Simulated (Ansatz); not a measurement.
**Is this Al₄P stable against decomposition?**

These are results of Ansatz 0.2.0, DFT PBE, scalar-relativistic, plane waves, PAW, not measurements. All cells share a 420 eV cutoff and Γ-centred k meshes spaced at most about 0.3 Å⁻¹ (about 0.25 or finer for metals, 2π included). No spin polarisation.

The zero of energy is the elements' standard structures at the same level; no fitted shifts are applied. The references include black phosphorus.

All energies are static (0 K, no zero-point motion). The reference form of P is held partly by dispersion forces, which this level lacks.

The competitors are the elements and 1 reference phase of this chemical system (from databases or known types: AlP), relaxed at the same level; other known phases may be missing.

The candidate was reached from: random cell.

```
Al P
1.0
     4.50846    0.00000    0.00000
    -2.25423    3.90444    0.00000
     0.00000    0.00000    7.45054
Al P
4 1
Direct
  0.00000 0.00000 0.82076
  0.00000 0.00000 0.17924
  0.33333 0.66667 0.50000
  0.66667 0.33333 0.50000
  0.00000 0.00000 0.50000
```

Task: Into what would it decompose?

Result: Its formation energy is 0.705 eV/atom. The lowest competing mixture at this composition is this:

```csv
phase,space group,source,share of atoms,ΔE_f (eV/atom)
Al,-,element,0.6000,0.000
AlP,F-43m (No. 216),Materials Project,0.4000,-0.633
```

The mixture lies at -0.253 eV/atom, and the candidate lies 0.96 eV/atom above it. The candidate matches no cell in the subsets of the Crystallography Open Database and the Materials Project at hand. A phase this far over the hull is unlikely to be made.
